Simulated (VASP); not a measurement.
The system is NiO.

```
Ni O
1.0
     0.00000    2.08590    2.08590
     2.08590    0.00000    2.08590
     2.08590    2.08590    0.00000
Ni O
1 1
Direct
  0.00000 0.00000 0.00000
  0.50000 0.50000 0.50000
```

* Program: VASP 6.6.1
* Task: relaxation of cell and atoms
* Functional: BLYP
* Dispersion: D4
* Potentials or basis: VASP PAW PBE potentials, release 64 (Ni, O)
* Cutoff: 600 eV
* k mesh: 11 × 11 × 11
* Occupations: fermi-dirac, width 0.05 eV
* Spin: collinear spin, ferromagnetic start
* Starting moments: [1.0, 0.0] μB

At the start: pressure 3.8 GPa; volume 9.08 Å³/atom.

Problem. How do energy, volume and symmetry change on relaxing?

Solution. Over 19 steps the energy falls by 71.6 meV/atom and the volume is 9.43 Å³/atom (+3.9 %); space group Fm-3m (No. 225, to 0.05 Å); moment 1.74 μB per cell.

The path:
| step | energy change (eV) | largest force (eV/Å) | pressure (GPa) | volume (Å³) |
| --- | --- | --- | --- | --- |
| 1 | 0.0000 | 0.0000 | 3.76 | 18.15 |
| 2 | -0.0723 | 0.0000 | 207.80 | 18.72 |
| 3 | -0.0480 | 0.0000 | -14.52 | 20.48 |
| 4 | -0.0594 | 0.0000 | -13.81 | 20.35 |
| 5 | -0.1182 | 0.0000 | -8.72 | 19.52 |
| 6 | -0.1365 | 0.0000 | -5.66 | 19.12 |
| 7 | -0.1425 | 0.0000 | -3.49 | 18.92 |
| 8 | -0.1409 | 0.0000 | 19.18 | 18.82 |
| 9 | -0.1428 | 0.0000 | -2.85 | 18.90 |
| 10 | -0.1431 | 0.0000 | 1.40 | 18.86 |
| 11 | -0.1431 | 0.0000 | -0.77 | 18.87 |
| 12 | -0.1037 | 0.0000 | 172.79 | 18.74 |
| 13 | -0.1431 | 0.0000 | -0.61 | 18.87 |
| 14 | -0.1431 | 0.0000 | -0.61 | 18.87 |
| 15 | -0.1396 | 0.0000 | 27.68 | 18.81 |
| 16 | -0.1431 | 0.0000 | -0.48 | 18.87 |
| 17 | -0.1431 | 0.0000 | 0.14 | 18.86 |
| 18 | -0.1431 | 0.0000 | 0.17 | 18.87 |
| 19 | -0.1431 | 0.0000 | -0.07 | 18.87 |

Final structure:
```yaml
crystal:
  lattice:
    - [0.00000, 2.11298, 2.11298]
    - [2.11298, 0.00000, 2.11298]
    - [2.11298, 2.11298, 0.00000]
  atoms:
    - { symbol: Ni, position: [0.00000, 0.00000, 0.00000] }
    - { symbol: O, position: [0.50000, 0.50000, 0.50000] }
```

Caveat: the PAW data sets were made with another functional, which shifts forces and pressure a little; a cell with one magnetic atom can't hold antiferromagnetic order, which such compounds often take; pairwise dispersion overbinds metals, which lowers pressure and volume.
